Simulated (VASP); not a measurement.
A run of VASP 6.6.1 is set up as follows.

Contents of POSCAR:

```
Zr
1.0
   -1.8100000000      1.8100000000      1.8100000000
    1.8100000000     -1.8100000000      1.8100000000
    1.8100000000      1.8100000000     -1.8100000000
Zr
1
Direct
    0.0000000000      0.0000000000      0.0000000000
```

INCAR.step1

```
PREC = Accurate
ENCUT = 600
EDIFF = 1E-8
ISMEAR = -1
SIGMA = 0.05
LREAL = False
LASPH = True
NELM = 60
ALGO = Fast
ISIF = 3
LWAVE = False
LCHARG = False
GGA = PE
IBRION = 2
NSW = 40
EDIFFG = -0.002
```

File INCAR.step2:

```
PREC = Accurate
ENCUT = 600
EDIFF = 1E-8
ISMEAR = -1
SIGMA = 0.05
LREAL = False
LASPH = True
NELM = 60
ALGO = Fast
ISIF = 2
LWAVE = False
LCHARG = False
GGA = PE
IBRION = 8
NSW = 1
```

The input KPOINTS:

```
regular mesh
0
Gamma
  7 7 7
```

Potentials or basis: VASP PAW PBE potentials, release 64 (Zr_sv).

Command:

```console
$ cat potpaw_PBE.64/Zr_sv/POTCAR > POTCAR
$ cp INCAR.step1 INCAR
$ mpirun -np 1 vasp_std > vasp.out
$ cp CONTCAR POSCAR
$ cp INCAR.step2 INCAR
$ mpirun -np 1 vasp_std > vasp.out
```

**Question.** Predict the relaxed cell.

**Answer.** a = 3.106 Å, b = 3.106 Å, c = 3.106 Å, α = 109.47°, β = 109.47°, γ = 109.47°.

**Question.** What does it give for the relaxed volume?

**Answer.** 23.06 Å³/atom.

Final structure:
```
CELL_PARAMETERS angstrom
-1.79317 1.79317 1.79317
1.79317 -1.79317 1.79317
1.79317 1.79317 -1.79317
ATOMIC_POSITIONS crystal
Zr 0.00000 0.00000 0.00000
```
